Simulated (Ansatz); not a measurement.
# CaF2 (Fluorite): the cost of one run

Program: Ansatz 0.2.0. Level of theory: DFT PBE, scalar-relativistic, plane waves, PAW. These are calculated values, not measurements.

1 further run of the same task is left out (set aside as unsound or not needed).

### Step 1. The structure to begin with

It takes space group Fm-3m (No. 225, cubic). The conventional cell has a = 5.510 Å, b = 5.510 Å, c = 5.510 Å, α = 90.00°, β = 90.00°, γ = 90.00°. Ca (site symmetry m-3m) is surrounded by 8 F at 2.39 Å. F (site symmetry -43m) has 4 Ca at 2.39 Å as nearest neighbours.

Coordinates:

```cif
data_structure
_symmetry_space_group_name_H-M 'P 1'
_symmetry_Int_Tables_number 1
_cell_length_a 3.8965
_cell_length_b 3.8965
_cell_length_c 3.8965
_cell_angle_alpha 60.000
_cell_angle_beta 60.000
_cell_angle_gamma 60.000
_cell_volume 41.83
loop_
_atom_site_label
_atom_site_type_symbol
_atom_site_fract_x
_atom_site_fract_y
_atom_site_fract_z
_atom_site_occupancy
Ca1 Ca 0.00000 0.00000 0.00000 1
F1 F 0.25000 0.25000 0.25000 1
F2 F 0.75000 0.75000 0.75000 1
```

It is the result of an earlier relaxation at this level (volume 13.94 Å³/atom; gap on the mesh: 7.14 eV).

### Step 2. Electronic structure at the relaxed geometry

The input, input.yaml:

```yaml
crystal:
  lattice:
    - [0.0, 2.7552132234, 2.7552132234]
    - [2.7552132234, 0.0, 2.7552132234]
    - [2.7552132234, 2.7552132234, 0.0]
  atoms:
    - { symbol: Ca, position: [0.0, 0.0, 0.0] }
    - { symbol: F, position: [0.25, 0.25, 0.25] }
    - { symbol: F, position: [0.75, 0.75, 0.75] }
basis:
  ecutwfc: 420
kpoints:
  mp_grid: { grid: [8, 8, 8] }
  band_path:
    path:
      - [[0.0, 0.0, 0.0], [0.5, 0.0, 0.5], [0.625, 0.25, 0.625]]
      - [[0.375, 0.375, 0.75], [0.0, 0.0, 0.0], [0.5, 0.5, 0.5], [0.5, 0.25, 0.75], [0.5, 0.0, 0.5]]
    npoints: 14
hamiltonian:
  xc: pbe
scf:
  occupations: { method: gaussian, width: 0.02 }
  n_extra_bands: 7
output:
  forces: true
  stress: true
  eigenvalues: true
  populations: true
  dos: { projected: true, de: 0.02, nscf_kmesh: { grid: [12, 12, 12] } }
  bader: true
  write_density: true
  write_potential: true
  elf: true
  volumetric_format: npy
```

On the command line:

```bash
> ansatz run input.yaml --threads 1 --pin off --max-ram 2560MiB --backend cpu --events-out ev --progress --plain --runs-dir out
```

What time and memory should one allow on 1 thread of Intel Xeon Platinum 8488C (Sapphire Rapids), shared host?

About 12 s, with a peak of 0.35 GiB.
